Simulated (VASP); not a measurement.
# CdTe (F-43m) in VASP: further runs, part 2 of 3

VASP 6.6.1. Earlier steps stand in the parts before.

### Step 3. Dielectric tensor, PBE

INCAR

```
  PREC = Accurate
  ENCUT = 350
  EDIFF = 1E-8
  ISMEAR = 0
  SIGMA = 0.01
  LREAL = F
  LASPH = T
  NELM = 100
  ALGO = Normal
  ISIF = 2
  LWAVE = F
  LCHARG = F
  GGA = PE
  LEPSILON = T
```

KPOINTS

```
Automatic mesh
0
Gamma
  10 10 10
```

POSCAR

```
CdTe
1.0
    0.0000000000      3.2050000000      3.2050000000
    3.2050000000      0.0000000000      3.2050000000
    3.2050000000      3.2050000000      0.0000000000
Te Cd
1 1
Direct
    0.7500000000      0.7500000000      0.7500000000
    0.0000000000      0.0000000000      0.0000000000
```

Potentials or basis: VASP PAW PBE potentials, release 64 (Te, Cd).

Started as:

```
> cat potpaw_PBE.64/Te/POTCAR potpaw_PBE.64/Cd/POTCAR > POTCAR
> mpirun -np 1 vasp_std > vasp.out
```

OUTCAR:

```text
PREC = Accurate
   ENCUT = 350
   EDIFF = 1E-8
   ISMEAR = 0
   LREAL = F
   LASPH = T
   NELM = 100
   ISIF = 2
   GGA = PE
   LEPSILON = T

 Found     47 irreducible k-points:

 Following reciprocal coordinates:
            Coordinates               Weight
  0.000000  0.000000  0.000000      1.000000
  0.100000  0.000000  0.000000      8.000000
  0.200000  0.000000  0.000000      8.000000
  0.300000  0.000000  0.000000      8.000000
  0.400000  0.000000  0.000000      8.000000
  0.500000  0.000000  0.000000      4.000000
   k-points           NKPTS =     47   k-points in BZ     NKDIM =     47   number of bands    NBANDS=     13
   number of dos      NEDOS =    301   number of ions     NIONS =      2
   total plane-waves  NPLWV =  21952
   dimension x,y,z NGX =    28 NGY =   28 NGZ =   28
   dimension x,y,z NGXF=    56 NGYF=   56 NGZF=   56
   ions per type =               1   1
   NGX,Y,Z   is equivalent  to a cutoff of  10.27, 10.27, 10.27 a.u.
   NGXF,Y,Z  is equivalent  to a cutoff of  20.54, 20.54, 20.54 a.u.
 SYSTEM =  unknown system
   PREC   = accura    normal or accurate (medium, high low for compatibility)
   ISTART =      0    job   : 0-new  1-cont  2-samecut
   ICHARG =      2    charge: 1-file 2-atom 10-const
   ISPIN  =      1    spin polarized calculation?
   LNONCOLLINEAR =      F non collinear calculations
   LSORBIT =      F    spin-orbit coupling
   LASPH  =      T    aspherical Exc in radial PAW
   ENCUT  =  350.0 eV  25.72 Ry    5.07 a.u.   6.91  6.91  6.91*2*pi/ulx,y,z
   NELM   =    100;   NELMIN=  2; NELMDL= -5     # of ELM steps
   EDIFF  = 0.1E-07   stopping-criterion for ELM
   LREAL  =      F    real-space projection
   EDIFFG = 0.1E-06   stopping-criterion for IOM
   NSW    =      0    number of steps for IOM
   IBRION =     -1    ionic relax: 0-MD 1-quasi-New 2-CG
   NFREE  =      0    steps in history (QN), initial steepest desc. (CG)
   ISIF   =      2    stress and relaxation
   ISYM   =      2    0-nonsym 1-usesym 2-fastsym
   POTIM  = 0.5000    time-step for ionic-motion
   TEBEG  =    0.0;   TEEND  =   0.0 temperature during run
   PSTRESS=    0.0 pullay stress
   NELECT =      18.0000    total number of electrons
   NUPDOWN=      -1.0000    fix difference up-down
   EMIN   =  10.00;   EMAX   =-10.00  energy-range for DOS
   EFERMI =   0.00;   METHOD = LEGACY
[... 170 lines left out ...]
  ---------------------------------------------------
  ---------------------------------------------------
  free energy    TOTEN  =        -1.58994378 eV

  energy without entropy =       -1.58994378

------------------------ aborting loop because EDIFF is reached ----------------------------------------

--------------------------------------- Ionic step        2  -------------------------------------------

------------------------ aborting loop because EDIFF is reached ----------------------------------------

--------------------------------------- Ionic step        3  -------------------------------------------

 Free energy of the ion-electron system (eV)
  ---------------------------------------------------
  ---------------------------------------------------
  free energy    TOTEN  =        -1.58994517 eV

  energy without entropy =       -1.58994517

------------------------ aborting loop because EDIFF is reached ----------------------------------------

 PIEZOELECTRIC TENSOR FIELD DIRECTION 3  (e Angst)
 -----------------------------------------------------------------------------
    -0.00155  2.42303  0.00000           (  0.00000 -0.06720  0.00000)
     2.42303 -0.00155  0.00000           ( -0.06720  0.00000  0.00000)
     0.00000  0.00000 -0.00074           (  0.00000  0.00000  0.00000)

 PIEZOELECTRIC TENSOR FIELD DIRECTION 3  (C/m^2)
 -----------------------------------------------------------------------------
    -0.00038  0.58960  0.00000
     0.58960 -0.00038  0.00000
     0.00000  0.00000 -0.00018

 MACROSCOPIC STATIC DIELECTRIC TENSOR (including local field effects in DFT)
 ------------------------------------------------------
           9.062396     0.000000    -0.000000
           0.000000     9.062396     0.000000
          -0.000000     0.000000     9.062396
 ------------------------------------------------------

 PIEZOELECTRIC TENSOR (including local field effects)  for field in x, y, z        (e  Angst)
          XX          YY          ZZ          XY          YZ          ZX
  --------------------------------------------------------------------------------
  x     0.00000     0.00000    -0.00000     0.00000     2.43677     0.00000
  y    -0.00000    -0.00000     0.00000     0.00000     0.00000     2.43677
  z    -0.00000    -0.00000     0.00000     2.43677     0.00000     0.00000

 PIEZOELECTRIC TENSOR (including local field effects)  for field in x, y, z        (C/m^2)
          XX          YY          ZZ          XY          YZ          ZX
  --------------------------------------------------------------------------------
  x     0.00000     0.00000    -0.00000     0.00000     0.59294     0.00000
  y    -0.00000    -0.00000     0.00000     0.00000     0.00000     0.59294
  z    -0.00000    -0.00000     0.00000     0.59294     0.00000     0.00000

 BORN EFFECTIVE CHARGES (including local field effects) (in |e|, cummulative output)
 ---------------------------------------------------------------------------------
 ion    1
    1    -2.14200     0.00000     0.00000
    2     0.00000    -2.14200     0.00000
    3     0.00000     0.00000    -2.14200
 ion    2
    1     2.14200    -0.00000    -0.00000
    2    -0.00000     2.14200    -0.00000
    3     0.00000     0.00000     2.14200
```

OSZICAR:

```text
N       E                     dE             d eps       ncg     rms          rms(c)
DAV:   1     0.829662152519E+02    0.82966E+02   -0.69453E+03  1254   0.874E+02
[... 12 lines left out ...]
RMM:   6    -0.158774248114E+01   -0.35761E-02   -0.13918E-04  7241   0.703E-02    0.236E-02
RMM:   7    -0.158967553818E+01   -0.19331E-02   -0.42980E-05  6886   0.381E-02    0.542E-03
RMM:   8    -0.158987262024E+01   -0.19708E-03   -0.15074E-06  7372   0.790E-03    0.150E-03
RMM:   9    -0.158993915180E+01   -0.66532E-04    0.20051E-06  6475   0.431E-03    0.343E-04
RMM:  10    -0.158995137960E+01   -0.12228E-04    0.16673E-06  7604   0.647E-04    0.167E-04
RMM:  11    -0.158994738794E+01    0.39917E-05    0.47651E-07  7012   0.342E-04    0.766E-05
RMM:  12    -0.158994545998E+01    0.19280E-05    0.85265E-08  5246   0.954E-05    0.290E-05
RMM:  13    -0.158994516762E+01    0.29236E-06    0.32537E-09  3478   0.576E-05    0.483E-06
```

It took 4.4 min on 1 thread of Intel Xeon Platinum 8488C (Sapphire Rapids), shared host; peak memory 0.34 GiB.

These settings aren't checked as converged: the numbers below hold their error.

What came out:

| Item | Value |
| --- | --- |
| Band gap on the k mesh | 0.87 eV, direct |
| Electronic dielectric tensor (diagonal) | 9.06 |
| Born charges (mean of the diagonal) | Te -2.14; Cd +2.14 e |

Caveat: spin-orbit coupling is left out, which moves the levels of the heavy elements.

### Step 4. Dielectric tensor, PBE

Edit INCAR of step 3 so:

```diff
@@ -1,3 +1,3 @@
   PREC = Accurate
-  ENCUT = 350
+  ENCUT = 500
   EDIFF = 1E-8
```

KPOINTS

```
Automatic mesh
0
Gamma
  9 9 9
```

POSCAR is that of step 3.

Potentials or basis: VASP PAW PBE potentials, release 64 (Te, Cd).

Started as:

```
> cat potpaw_PBE.64/Te/POTCAR potpaw_PBE.64/Cd/POTCAR > POTCAR
> mpirun -np 1 vasp_std > vasp.out
```

OUTCAR:

```text
PREC = Accurate
   ENCUT = 500
   EDIFF = 1E-8
   ISMEAR = 0
   LREAL = F
   LASPH = T
   NELM = 100
   ISIF = 2
   GGA = PE
   LEPSILON = T

 Found     35 irreducible k-points:

 Following reciprocal coordinates:
            Coordinates               Weight
  0.000000  0.000000  0.000000      1.000000
  0.111111  0.000000  0.000000      8.000000
  0.222222  0.000000  0.000000      8.000000
  0.333333  0.000000  0.000000      8.000000
  0.444444  0.000000  0.000000      8.000000
  0.111111  0.111111  0.000000      6.000000
   k-points           NKPTS =     35   k-points in BZ     NKDIM =     35   number of bands    NBANDS=     13
   number of dos      NEDOS =    301   number of ions     NIONS =      2
   total plane-waves  NPLWV =  46656
   dimension x,y,z NGX =    36 NGY =   36 NGZ =   36
   dimension x,y,z NGXF=    72 NGYF=   72 NGZF=   72
   ions per type =               1   1
   NGX,Y,Z   is equivalent  to a cutoff of  13.20, 13.20, 13.20 a.u.
   NGXF,Y,Z  is equivalent  to a cutoff of  26.41, 26.41, 26.41 a.u.
 SYSTEM =  unknown system
   PREC   = accura    normal or accurate (medium, high low for compatibility)
   ISTART =      0    job   : 0-new  1-cont  2-samecut
   ICHARG =      2    charge: 1-file 2-atom 10-const
   ISPIN  =      1    spin polarized calculation?
   LNONCOLLINEAR =      F non collinear calculations
   LSORBIT =      F    spin-orbit coupling
   LASPH  =      T    aspherical Exc in radial PAW
   ENCUT  =  500.0 eV  36.75 Ry    6.06 a.u.   8.26  8.26  8.26*2*pi/ulx,y,z
   NELM   =    100;   NELMIN=  2; NELMDL= -5     # of ELM steps
   EDIFF  = 0.1E-07   stopping-criterion for ELM
   LREAL  =      F    real-space projection
   EDIFFG = 0.1E-06   stopping-criterion for IOM
   NSW    =      0    number of steps for IOM
   IBRION =     -1    ionic relax: 0-MD 1-quasi-New 2-CG
   NFREE  =      0    steps in history (QN), initial steepest desc. (CG)
   ISIF   =      2    stress and relaxation
   ISYM   =      2    0-nonsym 1-usesym 2-fastsym
   POTIM  = 0.5000    time-step for ionic-motion
   TEBEG  =    0.0;   TEEND  =   0.0 temperature during run
   PSTRESS=    0.0 pullay stress
   NELECT =      18.0000    total number of electrons
   NUPDOWN=      -1.0000    fix difference up-down
   EMIN   =  10.00;   EMAX   =-10.00  energy-range for DOS
   EFERMI =   0.00;   METHOD = LEGACY
[... 171 lines left out ...]
  ---------------------------------------------------
  ---------------------------------------------------
  free energy    TOTEN  =        -1.64270170 eV

  energy without entropy =       -1.64270170

------------------------ aborting loop because EDIFF is reached ----------------------------------------

--------------------------------------- Ionic step        2  -------------------------------------------

------------------------ aborting loop because EDIFF is reached ----------------------------------------

--------------------------------------- Ionic step        3  -------------------------------------------

 Free energy of the ion-electron system (eV)
  ---------------------------------------------------
  ---------------------------------------------------
  free energy    TOTEN  =        -1.64270282 eV

  energy without entropy =       -1.64270282

------------------------ aborting loop because EDIFF is reached ----------------------------------------

 PIEZOELECTRIC TENSOR FIELD DIRECTION 3  (e Angst)
 -----------------------------------------------------------------------------
    -0.00150  2.44472  0.00000           (  0.00000 -0.07140  0.00000)
     2.44472 -0.00150  0.00000           ( -0.07140  0.00000  0.00000)
     0.00000  0.00000 -0.00066           (  0.00000  0.00000 -0.00000)

 PIEZOELECTRIC TENSOR FIELD DIRECTION 3  (C/m^2)
 -----------------------------------------------------------------------------
    -0.00036  0.59487  0.00000
     0.59487 -0.00036  0.00000
     0.00000  0.00000 -0.00016

 MACROSCOPIC STATIC DIELECTRIC TENSOR (including local field effects in DFT)
 ------------------------------------------------------
           9.330010    -0.000000     0.000000
           0.000000     9.330010     0.000000
          -0.000000    -0.000000     9.330010
 ------------------------------------------------------

 PIEZOELECTRIC TENSOR (including local field effects)  for field in x, y, z        (e  Angst)
          XX          YY          ZZ          XY          YZ          ZX
  --------------------------------------------------------------------------------
  x    -0.00000    -0.00000    -0.00000     0.00000     2.46344    -0.00000
  y     0.00000     0.00000     0.00000     0.00000    -0.00000     2.46344
  z     0.00000     0.00000    -0.00000     2.46344     0.00000     0.00000

 PIEZOELECTRIC TENSOR (including local field effects)  for field in x, y, z        (C/m^2)
          XX          YY          ZZ          XY          YZ          ZX
  --------------------------------------------------------------------------------
  x    -0.00000    -0.00000    -0.00000     0.00000     0.59943    -0.00000
  y     0.00000     0.00000     0.00000     0.00000    -0.00000     0.59943
  z     0.00000     0.00000    -0.00000     0.59943     0.00000     0.00000

 BORN EFFECTIVE CHARGES (including local field effects) (in |e|, cummulative output)
 ---------------------------------------------------------------------------------
 ion    1
    1    -2.15363     0.00000     0.00000
    2     0.00000    -2.15363     0.00000
    3     0.00000     0.00000    -2.15363
 ion    2
    1     2.15363     0.00000     0.00000
    2     0.00000     2.15363     0.00000
    3     0.00000     0.00000     2.15363
```

OSZICAR:

```text
N       E                     dE             d eps       ncg     rms          rms(c)
[... 13 lines left out ...]
RMM:   6    -0.164045999650E+01   -0.38750E-02   -0.13190E-04  5279   0.704E-02    0.234E-02
RMM:   7    -0.164243192115E+01   -0.19719E-02   -0.43651E-05  5056   0.388E-02    0.543E-03
RMM:   8    -0.164262952871E+01   -0.19761E-03    0.24109E-06  5395   0.791E-03    0.150E-03
RMM:   9    -0.164269783907E+01   -0.68310E-04    0.11831E-05  4708   0.440E-03    0.344E-04
RMM:  10    -0.164270928207E+01   -0.11443E-04    0.19234E-06  5589   0.687E-04    0.164E-04
RMM:  11    -0.164270501940E+01    0.42627E-05    0.20490E-07  5085   0.329E-04    0.785E-05
RMM:  12    -0.164270315018E+01    0.18692E-05   -0.53892E-07  3816   0.969E-05    0.267E-05
RMM:  13    -0.164270282396E+01    0.32622E-06   -0.42193E-08  2527   0.557E-05    0.491E-06
```

stdout:

```text
POSCAR found type information on POSCAR TeCd
 POSCAR found :  2 types and       2 ions
 scaLAPACK will be used
 LDA part: xc-table for (Slater+PW92), standard interpolation
 POSCAR, INCAR and KPOINTS ok, starting setup
 FFT: planning ... GRIDC
 FFT: planning ... GRID_SOFT
 FFT: planning ... GRID
 WAVECAR not read
 entering main loop
 Linear response reoptimize wavefunctions to high precision
 Linear response G [H, r] |phi>, progress :
  Direction:   1
 Linear response G [H, r] |phi>, progress :
  Direction:   2
 Linear response G [H, r] |phi>, progress :
  Direction:   3
 Linear response to external field (no local field effect), progress :
  Direction:   1
 dielectric tensor                  component  1 :    10.992     4.611     1.215
 Linear response to external field (no local field effect), progress :
  Direction:   2
 dielectric tensor                  component  2 :     4.610    11.658    -1.689
 Linear response to external field (no local field effect), progress :
  Direction:   3
 dielectric tensor                  component  3 :     1.220    -1.691     6.498
 Linear response to external field, progress :
  Direction:   1
 dielectric tensor                  component  1 :     9.330     2.052     0.997
 Linear response to external field, progress :
  Direction:   2
 dielectric tensor                  component  2 :     1.974     9.330     0.763
 Linear response to external field, progress :
  Direction:   3
 dielectric tensor                  component  3 :     1.568     1.480     9.330
 Born effective charges drift removed
```

Run time: 5.5 min. Hardware: 1 thread of Intel Xeon Platinum 8488C (Sapphire Rapids), shared host; peak memory 0.45 GiB.

These settings aren't checked as converged: the numbers below hold their error.

Results:

```
Band gap on the k mesh                  : 0.87 eV, direct
Electronic dielectric tensor (diagonal) : 9.33
Born charges (mean of the diagonal)     : Te -2.15; Cd +2.15 e
```

Caveat: spin-orbit coupling is left out, which moves the levels of the heavy elements.

### Step 5. Dielectric tensor, PBE

INCAR is that of step 4.

KPOINTS

```
Automatic mesh
0
Gamma
  10 10 10
```

POSCAR is that of step 4.

Potentials or basis: VASP PAW PBE potentials, release 64 (Te, Cd).

Started as:

```
> cat potpaw_PBE.64/Te/POTCAR potpaw_PBE.64/Cd/POTCAR > POTCAR
> mpirun -np 1 vasp_std > vasp.out
```

OUTCAR:

```text
PREC = Accurate
   ENCUT = 500
   EDIFF = 1E-8
   ISMEAR = 0
   LREAL = F
   LASPH = T
   NELM = 100
   ISIF = 2
   GGA = PE
   LEPSILON = T

 Found     47 irreducible k-points:

 Following reciprocal coordinates:
            Coordinates               Weight
  0.000000  0.000000  0.000000      1.000000
  0.100000  0.000000  0.000000      8.000000
  0.200000  0.000000  0.000000      8.000000
  0.300000  0.000000  0.000000      8.000000
  0.400000  0.000000  0.000000      8.000000
  0.500000  0.000000  0.000000      4.000000
   k-points           NKPTS =     47   k-points in BZ     NKDIM =     47   number of bands    NBANDS=     13
   number of dos      NEDOS =    301   number of ions     NIONS =      2
   total plane-waves  NPLWV =  46656
   dimension x,y,z NGX =    36 NGY =   36 NGZ =   36
   dimension x,y,z NGXF=    72 NGYF=   72 NGZF=   72
   ions per type =               1   1
[... 235 lines left out ...]
 MACROSCOPIC STATIC DIELECTRIC TENSOR (including local field effects in DFT)
 ------------------------------------------------------
           9.040030     0.000000    -0.000000
          -0.000000     9.040030    -0.000000
           0.000000     0.000000     9.040030
 ------------------------------------------------------

 PIEZOELECTRIC TENSOR (including local field effects)  for field in x, y, z        (e  Angst)
          XX          YY          ZZ          XY          YZ          ZX
  --------------------------------------------------------------------------------
  x     0.00000     0.00000    -0.00000     0.00000     2.43189     0.00000
  y    -0.00000    -0.00000    -0.00000     0.00000     0.00000     2.43189
  z    -0.00000    -0.00000     0.00000     2.43189     0.00000     0.00000

 PIEZOELECTRIC TENSOR (including local field effects)  for field in x, y, z        (C/m^2)
          XX          YY          ZZ          XY          YZ          ZX
  --------------------------------------------------------------------------------
  x     0.00000     0.00000    -0.00000     0.00000     0.59175     0.00000
  y    -0.00000    -0.00000    -0.00000     0.00000     0.00000     0.59175
  z    -0.00000    -0.00000     0.00000     0.59175     0.00000     0.00000

 BORN EFFECTIVE CHARGES (including local field effects) (in |e|, cummulative output)
 ---------------------------------------------------------------------------------
 ion    1
    1    -2.13870     0.00000    -0.00000
    2     0.00000    -2.13870    -0.00000
    3     0.00000     0.00000    -2.13870
 ion    2
    1     2.13870     0.00000     0.00000
    2     0.00000     2.13870     0.00000
    3    -0.00000     0.00000     2.13870
```

stdout:

```text
POSCAR found type information on POSCAR TeCd
 POSCAR found :  2 types and       2 ions
 scaLAPACK will be used
 LDA part: xc-table for (Slater+PW92), standard interpolation
 POSCAR, INCAR and KPOINTS ok, starting setup
 FFT: planning ... GRIDC
 FFT: planning ... GRID_SOFT
 FFT: planning ... GRID
 WAVECAR not read
 entering main loop
 Linear response reoptimize wavefunctions to high precision
 Linear response G [H, r] |phi>, progress :
  Direction:   1
 Linear response G [H, r] |phi>, progress :
  Direction:   2
 Linear response G [H, r] |phi>, progress :
  Direction:   3
 Linear response to external field (no local field effect), progress :
  Direction:   1
 dielectric tensor                  component  1 :    10.651     4.584     1.169
 Linear response to external field (no local field effect), progress :
  Direction:   2
 dielectric tensor                  component  2 :     4.583    11.435    -1.727
 Linear response to external field (no local field effect), progress :
  Direction:   3
 dielectric tensor                  component  3 :     1.174    -1.728     6.213
 Linear response to external field, progress :
  Direction:   1
 dielectric tensor                  component  1 :     9.040     1.918     0.968
 Linear response to external field, progress :
  Direction:   2
 dielectric tensor                  component  2 :     1.796     9.040     0.799
 Linear response to external field, progress :
  Direction:   3
 dielectric tensor                  component  3 :     1.446     1.439     9.040
 Born effective charges drift removed
```

Wall time 9.7 min (1 thread of Intel Xeon Platinum 8488C (Sapphire Rapids), shared host); peak memory 0.48 GiB.

The run converged, but some of its settings lie outside the range that counts as converged, so its numbers aren't taken as properties of the crystal.

Results:

```
Band gap on the k mesh                  : 0.87 eV, direct
Electronic dielectric tensor (diagonal) : 9.04
Born charges (mean of the diagonal)     : Te -2.14; Cd +2.14 e
```

Caveat: spin-orbit coupling is left out, which moves the levels of the heavy elements.

(Continued in part 3 of 3.)
